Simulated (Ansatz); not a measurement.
CuO:

```xyz
4
Lattice="0.1896 -2.1723 -2.0431 -2.0197 0.1063 -1.9598 2.3832 2.2858 -4.3894" Properties=species:S:1:pos:R:3 pbc="T T T"
Cu    0.1715    0.1749   -4.1029
Cu   -1.7484   -1.9559   -4.0297
O     0.4097    0.0276   -6.3425
O     0.1667    0.0172   -2.1166
```

The cell comes from a database or a generator and needn't be the stable form of this composition.

Base run:

| Property | Result |
| --- | --- |
| Program | Ansatz 0.2.0 |
| Functional | LDA |
| Potentials or basis | Ansatz PAW |
| Cutoff | 420 eV |
| Density cutoff | 1680 eV |
| k mesh | 10 × 10 × 5 |
| Occupations | fermi-dirac, width 0.05 eV |
| Spin | no spin polarisation |
| Hubbard terms | Cu d U = 4.5 eV |

Its results: band gap on the k mesh none (metal or under the smearing width); pressure -16.1 GPa; largest force 1.427 eV/Å.

Task: After a change of settings the same cell gave: band gap on the k mesh none (metal or under the smearing width); pressure -15.5 GPa; largest force 1.426 eV/Å. Which change was it?
A. functional from LDA to PBEsol
B. hubbard terms from Cu d U = 4.5 eV to Cu d U = 5.3 eV
C. functional from LDA to r2SCAN; cutoff from 420 eV to 500 eV; density cutoff from 1680 eV to 2000 eV; hubbard terms from Cu d U = 4.5 eV to none; hubbard projectors from ortho-atomic (the default) to none
D. functional from LDA to r2SCAN; cutoff from 420 eV to 500 eV; density cutoff from 1680 eV to 2000 eV; hubbard terms from Cu d U = 4.5 eV to Cu d U = 3 eV

Result: B.

Caveats: the run has no spin polarisation, though such a crystal can be magnetic; U without spin polarisation on a metal has little footing; the PAW data sets come from PBE, with cores solved anew for the run's functional, which leaves a small shift of forces and pressure; forces of over 1 eV/Å show positions far from the minimum, so gaps and moduli don't describe the material at rest.

Not every run made on this cell is shown here.
